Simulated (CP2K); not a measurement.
Crystal: HfC.

```
Hf C
1.0
     3.28805    0.00000    0.00000
     1.64402    2.84753    0.00000
     1.64402    0.94918    2.68468
Hf C
1 1
Direct
  0.50000 0.50000 0.50000
  0.00000 0.00000 0.00000
```

Base run:

```yaml
Program: CP2K 2026.2
Functional: optB88-vdW
Potentials_or_basis: POTENTIAL_UZH Hf GTH-PBE-q12, C GTH-PBE-q4; TZVP-MOLOPT-PBE-GTH basis
Density_cutoff: 9184 eV
k_mesh: 10 × 10 × 10
Occupations: fermi-dirac, width 0.05 eV
Spin: no spin polarisation
```

Its results: band gap on the k mesh none (metal or under the smearing width); pressure -1.0 GPa.

Question: The run is repeated on the same cell with these changes: functional from optB88-vdW to vdW-DF2. What comes out?

Answer: Band gap on the k mesh none (metal or under the smearing width); pressure 9.3 GPa.

Caveats: the potentials were made for another functional, which shifts forces and pressure; spin-orbit coupling is left out, which moves the levels of the heavy elements; the basis of atomic orbitals isn't converged, which shifts pressures, moduli and gaps.
